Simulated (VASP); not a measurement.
Li2S under changes of volume

One of the cells (15.650 Å³/atom); the others are scaled copies at fixed shape and fractional positions:

```
S Li
1.0
     0.00000    2.86334    2.86334
     2.86334    0.00000    2.86334
     2.86334    2.86334    0.00000
S Li
1 2
Direct
  0.00000 0.00000 0.00000
  0.75000 0.75000 0.75000
  0.25000 0.25000 0.25000
```

```yaml
Program: VASP 6.6.1
Functional: PBE
Potentials_or_basis: VASP PAW PBE potentials, release 64 (S, Li_sv)
Cutoff: 520 eV
k_mesh: 8 × 8 × 8
Occupations: fermi-dirac, width 0.05 eV
Spin: no spin polarisation
```

```tsv
volume (Å³/atom)	energy over the lowest point (meV/atom)	gap on the mesh (eV)
14.423	?	?
14.730	4.93	3.36
15.037	1.56	3.37
15.650	0.00	3.40
15.957	1.51	3.41
16.264	4.34	3.42
```

What does the run at 14.423 Å³/atom give?

Energy over the lowest point 10.27 meV/atom; gap on the mesh 3.34 eV.

Worked out: A Birch-Murnaghan fit of order 3 (a polynomial in V^(-2/3)) to the other rows has its minimum at 15.49 Å³/atom with B0 = V·E''(V) = 41 GPa and B' = 3.9. It gives 10.28 meV/atom at 14.423 Å³/atom, against the run's 10.27. A straight line through the other rows of the gap, of slope 0.628 eV per unit of ln V, extrapolates to 3.35 eV, against the run's 3.34.

Energies are extrapolated to zero smearing.

Caveats: the cutoff is under 1.25 times the usual one of these potentials, so pressure, stress and relaxed cells hold a basis-set (Pulay) error.

A mesh can miss the band edges.
